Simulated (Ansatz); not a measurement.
Write the native input for Ansatz 0.2.0 that does the following.

```
Task                : ladder of functionals
Functional          : r2SCAN
Potentials or basis : Ansatz PAW earlier set
Cutoff              : 1300 eV (not typed: the program's choice for these potentials)
k mesh              : 9 × 9 × 9
Occupations         : tetrahedron uncorrected
Spin                : collinear spin, random start
Starting moments    : [0.0, 1.92] μB
Hubbard terms       : Co d U = 4.0 eV
Hubbard projectors  : all-electron-ortho-atomic
Double counting     : fll
```

The system is GaCo.

```xyz
2
Lattice="2.8780 0.0000 0.0000 0.0000 2.8780 0.0000 0.0000 0.0000 2.8780" Properties=species:S:1:pos:R:3 pbc="T T T"
Ga    1.4390    1.4390    1.4390
Co    0.0000    0.0000    0.0000
```

One way to write it, as run:

input.yaml

```yaml
crystal:
  lattice:
    - [2.878, 0.0, 0.0]
    - [0.0, 2.878, 0.0]
    - [0.0, 0.0, 2.878]
  atoms:
    - { symbol: Ga, position: [0.5, 0.5, 0.5] }
    - { symbol: Co, position: [0.0, 0.0, 0.0], spin: 1.92 }
hamiltonian:
  xc: r2scan
  pseudopotentials: { kind: paw, source: ansatz }
  hubbard:
    sites: [{ species: Co, l: d, u_eff: 4.0 }]
    projectors: all-electron-ortho-atomic
    double_counting: fll
magnetization:
  spin_polarized: true
kpoints:
  mp_grid: { grid: [9, 9, 9] }
scf:
  occupations: { method: tetrahedron_uncorrected }
output:
  forces: true
  stress: true
  eigenvalues: true
  xc_energy_on_converged_density: [lda, pbe, pbesol, rpbe, revpbe, blyp]
  write_density: true
  write_potential: true
  elf: true
  volumetric_format: npy
```

Potentials or basis: Ansatz PAW earlier set.

The run is started by

```bash
$ ansatz run input.yaml --threads 1 --pin off --max-ram 2560MiB --backend cpu --events-out ev --progress --plain --runs-dir out
```

It gave:

| Item | Value |
| --- | --- |
| Pressure | 21.5 GPa |
| Band gap on the k mesh | none (metal or under the smearing width) |
| Net moment | 1.66 μB per cell |
| Absolute moment | 1.82 μB per cell |
| Site moments | Ga -0.04; Co +1.70 μB |

Caveat: the magnetic or orbital state may not be the lowest; the PAW data sets come from PBE, with cores solved anew for the run's functional, which leaves a small shift of forces and pressure; the U is typed as a test and isn't derived for this compound.

Run time: 89 s on 1 thread of Arm Neoverse V1 (shared host), peak memory 1.2 GiB.
